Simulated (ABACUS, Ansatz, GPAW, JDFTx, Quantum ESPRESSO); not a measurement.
## Fitting the PBE energy curve of V

Symmetry: Im-3m, No. 229, cubic system. The conventional cell has a = 3.029 Å, b = 3.029 Å, c = 3.029 Å, α = 90.00°, β = 90.00°, γ = 90.00°. V (site symmetry m-3m) has 8 V at 2.62 Å as nearest neighbours.

The cell was scaled at fixed shape and fractions and run with Quantum ESPRESSO, SSSP 1.3 efficiency PBE, cutoff 748 eV; PBE, k mesh 12 × 12 × 12 on the cell of 1 atom, fermi-dirac occupations of 0.05 eV, collinear spin, ferromagnetic start, no spin-orbit coupling. Energies are those that the program minimises, any entropy of the smearing included. For a metal such a mesh isn't converged to the digits shown. The moments vanished.

```tsv
V (Å³/atom)	energy over the lowest row (meV/atom)
13.0577	6.12
13.3355	0.00
13.6133	?
13.8912	7.27
14.1690	19.51
14.4468	36.77
14.7246	58.56
```

Problem. Fit the third-order Birch-Murnaghan form, give V0, B0 and B′, and predict the energy left open.

Solution. With y = (V0/V)^(2/3), E = E0 + (9 V0 B0/16) [(y - 1)³ B′ + (y - 1)² (6 - 4y)]. Least squares through the rows shown give V0 = 13.4476 Å³/atom, E0 = -0.54 meV, B0 = 180.4 GPa (1 eV/Å³ = 160.218 GPa) and B′ = 3.74, with a largest miss of 0.02 meV. At V = 13.6133 the form with these constants gives 0.59 meV; the run gave 0.58 meV an atom. Other set-ups at this level, from all their volumes (Å³/atom, GPa): ABACUS, PseudoDojo NC SR 0.4.1 PBE standard, plane waves: V0 13.473, B0 180.2; Ansatz, Ansatz PAW (earlier soft set): V0 13.463, B0 180.3; GPAW, GPAW PAW data sets (gpaw-data 1.2.1): V0 13.550, B0 180.4; JDFTx, PseudoDojo-SR-PBE-0.5-standard: V0 13.472, B0 180.3.

The fitted minimum lies below the volume of the listed cell, whose edge is close to the measured one, and the bulk modulus is above experiment. Vanadium is thus somewhat too compact and too stiff, probably because PBE overbinds this early 3d metal; zero-point and thermal expansion would remove only part of the gap. The stiffness itself comes from the partly filled d band, in which mainly bonding states are occupied. Compression costs more than equal expansion because kinetic energy and core-valence repulsion rise steeply, hence the positive B′. The vanished moments fit a paramagnetic metal whose exchange gain doesn't pay for band splitting, though only a ferromagnetic start was tried.

The set-ups agree more closely on B0 than on V0. GPAW stands apart with 13.550 Å³/atom yet no softer lattice, which may reflect its atomic data set. The recovered energy lies between fitted points close to the minimum, so it confirms a smooth curve there but hardly tests B′, which rests on the outer volumes.
